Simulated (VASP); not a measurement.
Input of a VASP 6.6.1 run:

The input POSCAR:

```
HgTe
1.0
    0.0000000000      3.3967133518      3.1271944991
    3.3967133518      0.0000000000      3.1271944991
    3.3967133518      3.3967133518      0.0000000000
Hg Te
1 1
Direct
    0.0000000000      0.0000000000      0.0000000000
    0.2500000000      0.2500000000      0.2500000000
```

Contents of INCAR.step1:

```
SYSTEM = HgTe
ALGO     = Normal         ! electronic algorithm
EDIFF    = 1E-4           ! SCF threshold, eV
ENCUT    = 520            ! plane-wave cutoff, eV
GGA      = PE             ! functional
ISMEAR   = -1             ! smearing method
LASPH    = .True.         ! aspherical terms in the spheres
LCHARG   = .False.        ! write CHGCAR
LREAL    = .False.        ! projectors in reciprocal space
LWAVE    = .True.         ! write WAVECAR
NBANDS   = 16             ! bands
NELM     = 100            ! most SCF steps
PREC     = Accurate       ! precision mode
SIGMA    = 0.02           ! smearing width, eV
```

INCAR.step2

```
SYSTEM = HgTe
ALGO     = Normal         ! electronic algorithm
EDIFF    = 1E-6           ! SCF threshold, eV
ENCUT    = 520            ! plane-wave cutoff, eV
ISIF     = 2              ! what is computed and relaxed
ISMEAR   = -1             ! smearing method
ISTART   = 1            
LASPH    = .True.         ! aspherical terms in the spheres
LCHARG   = .False.        ! write CHGCAR
LMIXTAU  = .True.       
LREAL    = .False.        ! projectors in reciprocal space
LWAVE    = .False.        ! write WAVECAR
METAGGA  = R2SCAN         ! meta-GGA
NBANDS   = 16             ! bands
NELM     = 100            ! most SCF steps
PREC     = Accurate       ! precision mode
SIGMA    = 0.02           ! smearing width, eV
```

KPOINTS

```
k-points
0
Gamma
  6 6 6
  0 0 0
```

Potentials or basis: VASP PAW PBE potentials, release 64 (Hg, Te).

Run with:

```bash
$ cat potpaw_PBE.64/Hg/POTCAR potpaw_PBE.64/Te/POTCAR > POTCAR
$ cp INCAR.step1 INCAR
$ mpirun -np 1 vasp_std > vasp.out
$ cp INCAR.step2 INCAR
$ mpirun -np 1 vasp_std > vasp.out
```

Task: What does it give for the pressure?

Result: -0.6 GPa.

Task: What does it give for the band gap on the k mesh?

Result: 0.23 eV, direct.

Stress tensor (GPa, compression positive):
```
-0.97  0.00  0.00
 0.00 -0.97  0.00
 0.00  0.00  0.11
```

Caveat: the PAW data sets were made with another functional, which shifts forces and pressure a little; spin-orbit coupling is left out, which moves the levels of the heavy elements.
